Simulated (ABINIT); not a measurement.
Input of an ABINIT 10.8.3 (patched build) run:

File run.abi:

```
pp_dirpath "./"
pseudos "Si.upf, C.upf"

acell 3*1.0 Angstrom
rprim
     3.0760000000     0.0000000000     0.0000000000
    -1.5380000000     2.6638941420     0.0000000000
     0.0000000000     0.0000000000     5.0480000000
ntypat 2
znucl 14 6
natom 4
typat 1 1 2 2
xred
     0.6666666667     0.3333333333     0.5000000000
     0.3333333333     0.6666666667     0.0000000000
     0.6666666667     0.3333333333     0.8850000000
     0.3333333333     0.6666666667     0.3850000000

ecut 37.0

kptopt 1
ngkpt 8 8 4
nshiftk 1
shiftk 0.0 0.0 0.0

ixc 11

nband 12
occopt 3
tsmear 0.05 eV

nstep 100
tolvrs 1.0e-10

iomode 3
prtwf 0
prtden 0
prteig 0
prtebands 0
```

Potentials or basis: Ansatz NC PBE.

Run with:

```bash
$ abinit run.abi > log 2>&1
```

(1) Estimate the pressure.

(2) Estimate the band gap on the k mesh.

Results:

(1) 3.8 GPa.

(2) 2.57 eV, indirect (least direct gap 4.07 eV).
